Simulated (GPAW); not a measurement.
Runs of GPAW 26.7.0 on FeO (Wuestite). It takes space group Fm-3m (No. 225, cubic). Conventional cell: a = 4.311 Å, b = 4.311 Å, c = 4.311 Å, α = 90.00°, β = 90.00°, γ = 90.00°. Fe (site symmetry m-3m) has 6 O at 2.16 Å as nearest neighbours. O (site symmetry m-3m) is surrounded by 6 Fe at 2.16 Å. 

```tsv
task	level	potentials or basis	cell	k mesh	smearing	optimizer	fmax	max steps	convergence	eigensolver	gap on the mesh (eV)	pressure (GPa)	moment (μB)	relaxed volume (Å³/atom)
relaxation of cell and atoms	PBE+D4	GPAW PAW data sets (gpaw-data 1.2.1), pw	relaxed	11 × 11 × 11	fermi-dirac 0.05 eV	FIRE	0.02 eV/Å	40	density=1e-05 forces=0.0001	-	none	0.2	4.00	(a)
single point	PBE	GPAW PAW data sets (gpaw-data 1.2.1), pw	as given	11 × 11 × 11	gaussian 0.012 eV	-	-	-	-	-	none	0.8	4.00	-
relaxation of cell and atoms	BLYP	PAW data sets generated in the run's folder for this functional, pw	relaxed	11 × 11 × 11	fermi-dirac 0.05 eV	FIRE	0.05 eV/Å	100	density=1e-05 forces=0.0001	davidson	none	0.6	4.00	-
single point	PBE	GPAW PAW data sets (gpaw-data 1.2.1), pw	as given	11 × 11 × 11	gaussian 0.014 eV	-	-	-	-	-	none	0.8	4.00	-
band structure	PW91	PAW data sets generated in the run's folder for this functional, pw	as given	9 × 9 × 9	fermi-dirac 0.05 eV	-	-	-	-	-	-	0.1	4.00	-
single point	PBE	GPAW PAW data sets (gpaw-data 1.2.1), pw	as given	11 × 11 × 11	gaussian 0.017 eV	-	-	-	-	-	none	0.8	4.00	-
single point	RPBE	the program's PAW data sets (release 1.2.1) made for this functional, pw	as given	11 × 11 × 11	gaussian 0.05 eV	-	-	-	-	-	none	6.7	4.00	-
relaxation of cell and atoms	BLYP+D4	PAW data sets generated in the run's folder for this functional, pw	relaxed	11 × 11 × 11	fermi-dirac 0.05 eV	FIRE	0.02 eV/Å	60	density=1e-05 forces=0.0001	davidson	none	-0.3	4.00	9.89
```

Alike in all rows: spin collinear, ferromagnetic start; cutoff (eV) 800.

Q: Estimate the missing entries.

A: (a) 9.85.

Caveats: a cell with one magnetic atom can't hold antiferromagnetic order, which such compounds often take; semilocal functionals often make such compounds metallic where correlation or magnetic order opens a gap, which also shifts bond lengths; each step starts from the last one's moments, so a moment once lost doesn't come back (some runs); later steps reuse the first step's grids (some runs); pairwise dispersion overbinds metals, which lowers pressure and volume (some runs).

A k mesh can miss the band edges.

A gap of «none» marks a metal or a gap under the smearing width.

Not every run made on this cell is shown here.
